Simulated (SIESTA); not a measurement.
Runs of SIESTA 5.4.2 on NiO. Symmetry: Fm-3m, No. 225, cubic system. Conventional cell: a = 4.172 Å, b = 4.172 Å, c = 4.172 Å, α = 90.00°, β = 90.00°, γ = 90.00°. Ni (site symmetry m-3m) is surrounded by 6 O at 2.09 Å. O (site symmetry m-3m) is surrounded by 6 Ni at 2.09 Å. 

```tsv
spin	gap on the mesh (eV)	pressure (GPa)	moment (μB)
collinear, zero start	none	(a)	0.00
non-collinear, random start	none	-	1.82
collinear, ferromagnetic start	none	7.1	1.82
collinear, fm_larger start	none	7.1	1.82
```

Alike in all rows: task density of states; level PBE; potentials or basis PseudoDojo 0.4 standard (PBE files), DZP (energy shift 0.003 Ry; two zetas on semicore shells); cell as given; k mesh 8 × 8 × 8; smearing fermi-dirac 0.05 eV; grid cutoff 800 Ry; energy shift 0.003 Ry.

Problem. Estimate the missing entries.

Solution. (a) -1.0.

Caveats: short orbitals over semicore shells can move pressures by several GPa; the basis of atomic orbitals isn't converged, which shifts pressures, moduli and gaps; semilocal functionals often make such compounds metallic where correlation or magnetic order opens a gap, which also shifts bond lengths; a cell with one magnetic atom can't hold antiferromagnetic order, which such compounds often take (some runs); with moments that point in different directions the gradient correction is approximate, so stress is left out (some runs).

A gap of «none» marks a metal or a gap under the smearing width.
